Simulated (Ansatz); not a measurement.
Runs of Ansatz 0.2.0 on SnTe. It takes space group F-43m (No. 216, cubic). Conventional cell: a = 7.222 Å, b = 7.222 Å, c = 7.222 Å, α = 90.00°, β = 90.00°, γ = 90.00°. Te (site symmetry -43m) is surrounded by 4 Sn at 3.13 Å. Around Sn (site symmetry -43m) lie 4 Te at 3.13 Å. Measurements of this composition are mostly on another form, of space group No. 225.

```tsv
task	level	k mesh	cutoff (eV)	smearing	points for each segment of the path	mesh quality	gap on the mesh (eV)	pressure (GPa)	V0 of scaled cells (Å³/atom)	B0 (GPa)
band structure	r2SCAN	7 × 7 × 7	500	fermi-dirac 0.05 eV	14	not flagged	(a)	-0.6	-	-
Born charges and dielectric tensor	PBE	6 × 6 × 6	420	fixed	-	not flagged	0.28	-	-	-
equation of state	r2SCAN	7 × 7 × 7	500	fermi-dirac 0.05 eV	-	not flagged	-	-	(c)	(b)
band structure	PBEsol	7 × 7 × 7	420	fermi-dirac 0.05 eV	14	not flagged	0.29	-1.4	-	-
equation of state	PBE0	4 × 4 × 4	420	fermi-dirac 0.05 eV	-	coarse	-	-	46.04	27
band structure	LDA	7 × 7 × 7	420	fermi-dirac 0.05 eV	14	not flagged	-	-2.2	-	-
```

Alike in all rows: potentials or basis Ansatz PAW; no spin polarisation; cell as given.

Problem. Estimate the missing entries.

Solution. (a) 0.40; (b) 26; (c) 46.02.

Caveats: some runs use coarse meshes; spin-orbit coupling is left out, which moves the levels of the heavy elements (some runs); the PAW data sets come from PBE, with cores solved anew for the run's functional, which leaves a small shift of forces and pressure (some runs); the k mesh misses the band edges, so the gap on the mesh is wider than the one along the path (some runs); the PAW data sets were made with another functional, which shifts forces and pressure a little (some runs); the gap is small at this level, which inflates the dielectric constant (some runs).

A k mesh can miss the band edges, and the runs leave out spin-orbit coupling on Sn, Te.
